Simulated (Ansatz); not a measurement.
Varying the input for AgI

The reference input for Ansatz (plane-wave DFT with PAW):

```yaml
crystal:
  lattice:
    - [0.0, 3.2820957782, 3.2820957782]
    - [3.2820957782, 0.0, 3.2820957782]
    - [3.2820957782, 3.2820957782, 0.0]
  atoms:
    - { symbol: Ag, position: [0.0, 0.0, 0.0] }
    - { symbol: I, position: [0.75, 0.75, 0.75] }
basis:
  ecutwfc: 420
kpoints:
  mp_grid: { grid: [4, 4, 4] }
hamiltonian:
  xc: pbe
scf:
  occupations: { method: gaussian, width: 0.1 }
output:
  forces: true
  stress: true
  eigenvalues: true
```

Command:

```bash
ansatz run input.yaml --threads 1 --pin off --max-ram 1331MiB --backend cpu --events-out ev --progress --plain --runs-dir out
```

The run converges in 6 SCF iterations on 8 irreducible k-points: pressure 0.95 GPa, gap on the sampled k-points 1.34 eV.

The inputs are trials, many of them unsound on purpose. Their numbers show the effect of the settings and aren't properties of the material. Each trial's input is given as a difference from the reference's; energies are extrapolated to zero smearing where there is one, and pressure is positive in compression.

Trial 1:

```diff
 hamiltonian:
+  dispersion: d3bjatm
 scf:
-  occupations: { method: gaussian, width: 0.1 }
+  occupations: { method: fermi_dirac, width: 0.19 }
```

The run converges in 6 SCF iterations on 8 irreducible k-points: pressure -0.57 GPa.

Trial 2:

```diff
 basis:
-  ecutwfc: 420
+  ecutwfc: 40
 kpoints:
-  mp_grid: { grid: [4, 4, 4] }
+  mp_grid: { grid: [1, 1, 1] }
 hamiltonian:
-  xc: pbe
+  xc: pw92
 scf:
+  convergence: { dr2_threshold: "1e-6 eV" }
+  max_iter: 81
+magnetization:
+  spin_polarized: true
+  initial_magnetization: 5.0
```

The run converges in 10 SCF iterations on 1 irreducible k-point: pressure -2763 GPa (unreliable at so low a cutoff), no gap, cell moment 2.00 μB (the reference has none, and so few k-points can make one). It warns that the cutoff lies under the recommended one, 420 eV for these potentials; that the SCF threshold is loose for the forces; that the SCF threshold is loose for the stress.

Trial 3:

```diff
 basis:
-  ecutwfc: 420
+  ecutwfc: "40 Ry"
+  ecutrho_ratio: 5
 scf:
+  n_extra_bands: 1
+  max_iter: 30
+  convergence: { dr2_threshold: "1e-11 eV" }
```

The run converges in 8 SCF iterations on 8 irreducible k-points: energy 1.66 meV per atom below the reference, pressure 0.94 GPa, gap on the sampled k-points 1.34 eV.

Trial 4:

```diff
 basis:
-  ecutwfc: 420
+  ecutwfc: "18 Ha"
+  ecutrho_ratio: 6
 hamiltonian:
-  xc: pbe
+  xc: revpbe
```

The run converges in 6 SCF iterations on 8 irreducible k-points: pressure 2.27 GPa, gap on the sampled k-points 1.49 eV.

Trial 5:

```diff
 basis:
-  ecutwfc: 420
+  ecutwfc: 280
 scf:
-  occupations: { method: gaussian, width: 0.1 }
+  occupations: { method: fixed }
+  mixing: { preconditioner: kerker_dos }
+  initial_density: { chi_scale: 0, normalization: atom }
+  max_iter: 60
 output:
+  dos: { projected: true }
```

The run converges in 8 SCF iterations on 8 irreducible k-points: energy 270 meV per atom above the reference, pressure 1.06 GPa, gap on the sampled k-points 1.34 eV. It warns that the cutoff lies under the recommended one, 420 eV for these potentials.

Trial 6:

```diff
 basis:
-  ecutwfc: 420
+  ecutwfc: 290
 kpoints:
-  mp_grid: { grid: [4, 4, 4] }
+  mp_grid: { grid: [3, 2, 2] }
```

The run converges in 6 SCF iterations on 6 irreducible k-points: energy 303 meV per atom above the reference, pressure 2.34 GPa, largest force 0.194 eV/Å, gap on the sampled k-points 1.32 eV. It warns that the cutoff lies under the recommended one, 420 eV for these potentials; that the mesh lowers the symmetry.

Trial 7:

```diff
 crystal:
   atoms:
-    - { symbol: I, position: [0.75, 0.75, 0.75] }
+    - { symbol: I, position: [0.75, 0.75, 0.75], spin: -0.1 }
 basis:
-  ecutwfc: 420
+  ecutwfc: 460
 kpoints:
-  mp_grid: { grid: [4, 4, 4] }
+  mp_grid: { grid: [2, 2, 2] }
 hamiltonian:
-  xc: pbe
+  xc: blyp
 scf:
+  lower_state_search: "off"
+  eigensolver: { mixed_precision: false }
+  max_iter: 82
 output:
+  populations: true
+magnetization:
+  spin_polarized: true
```

The run converges in 12 SCF iterations on 3 irreducible k-points: pressure 5.72 GPa, gap on the sampled k-points 1.21 eV, cell moment 0.00 μB. It warns that the starting moments were lost.

Trial 8:

```diff
 basis:
-  ecutwfc: 420
+  ecutwfc: 320
 kpoints:
+  band_path: { path: [[0, 0, 0], [0.5, 0, 0], [0.5, 0.5, 0.5]], npoints: 8 }
 scf:
+  algorithm: direct_min
+  max_iter: 82
 output:
-  forces: true
+  forces: false
```

The run converges in 6 SCF iterations on 8 irreducible k-points: energy 27.4 meV per atom above the reference, pressure 0.95 GPa, gap on the sampled k-points 1.34 eV. It warns that the cutoff lies under the recommended one, 420 eV for these potentials.